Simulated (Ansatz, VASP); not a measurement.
**Ga: VASP beside Ansatz**

INCAR

```
SYSTEM = Ga
ALGO = Fast
EDIFF = 1E-6
ENCUT = 520
GGA = RE
ISIF = 2
ISMEAR = -1
LASPH = .TRUE.
LCHARG = .TRUE.
LELF = .TRUE.
LREAL = .FALSE.
LVHAR = .TRUE.
LWAVE = .FALSE.
NBANDS = 20
NELM = 60
PREC = Accurate
SIGMA = 0.1
```

The input KPOINTS:

```
k-points
0
G
  10 10 10
  0 0 0
```

The input POSCAR:

```
Ga
1.0
    0.0000000000      2.8492282417      2.8492282417
    2.8492282417      0.0000000000      2.8492282417
    2.8492282417      2.8492282417      0.0000000000
Ga
2
Direct
    0.1250000000      0.1250000000      0.1250000000
    0.8750000000      0.8750000000      0.8750000000
```

Input for Ansatz:

```yaml
crystal:
  lattice:
    - [0.0, 2.8492282417, 2.8492282417]
    - [2.8492282417, 0.0, 2.8492282417]
    - [2.8492282417, 2.8492282417, 0.0]
  atoms:
    - { symbol: Ga, position: [0.125, 0.125, 0.125] }
    - { symbol: Ga, position: [0.875, 0.875, 0.875] }
hamiltonian:
  xc: revpbe
  pseudopotentials:
    kind: paw
    azcp:
      Ga: "pseudopotentials/Ga.paw.azcp"
basis:
  ecutwfc: 420
  fft_grid_basis: typed
kpoints:
  mp_grid: { grid: [10, 10, 10], shift: [0, 0, 0] }
magnetization:
  spin_polarized: false
scf:
  occupations: { method: fermi_dirac, width: 0.1 }
  lower_state_search: "off"
output:
  stress: true
```

Alike in both runs: task single point; functional revPBE; k mesh 10 × 10 × 10; occupations fermi-dirac, width 0.1 eV; no spin polarisation.

|  | VASP | Ansatz |
| --- | --- | --- |
| version | VASP 6.6.1 | Ansatz 0.2.0 |
| potentials or method | VASP PAW PBE potentials, release 64 (Ga_d) | plane waves (420 eV) with PAW, scalar-relativistic |
| plane-wave cutoff (eV) | 520 | 420 |
| valence electrons in the cell | 26 | 26 |

VASP gave:

* pressure (GPa): 5.8

Q: Which values does Ansatz return?

A: Pressure (GPa): 5.6.

The functional is the same, so the differences come from potentials, cutoffs and numerics.

Caveats: the PAW data sets were made with another functional, which shifts forces and pressure a little (VASP).
